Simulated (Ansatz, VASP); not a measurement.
One calculation of VH2, two programs

```
CELL_PARAMETERS angstrom
0.00000 2.09758 2.09758
2.09758 0.00000 2.09758
2.09758 2.09758 0.00000
ATOMIC_POSITIONS crystal
V 0.98750 0.98750 0.98750
H 0.76250 0.76250 0.76250
H 0.25000 0.25000 0.25000
```

Change from the starting cell: shortest bond scaled by 0.9, PAW files.

Alike in both runs: task single point; functional PBEsol; k mesh 11 × 11 × 11; occupations fermi-dirac, width 0.05 eV; no spin polarisation.

|  | VASP | Ansatz |
| --- | --- | --- |
| version | VASP 6.6.1 | Ansatz 0.2.0 |
| potentials or method | VASP PAW PBE potentials, release 64 (V_sv, H) | PAW with Ansatz's default frozen-core files, scalar-relativistic |
| plane-wave cutoff (eV) | 520 | 420 |
| valence electrons in the cell | 15 | 15 |

|  | VASP | Ansatz | Ansatz less VASP |
| --- | --- | --- | --- |
| pressure (GPa) | -1.8 | -1.8 | -0.01 |
| largest component of the traceless stress (GPa) | 3.83 | 3.82 | -0.010 |
| rms of the force components (eV/Å) | 0.785 | 0.783 | -0.0029 |

Atom by atom the forces differ by 0.003 eV/Å (rms over components).

Caveats: the PAW data sets were made with another functional, which shifts forces and pressure a little (VASP).
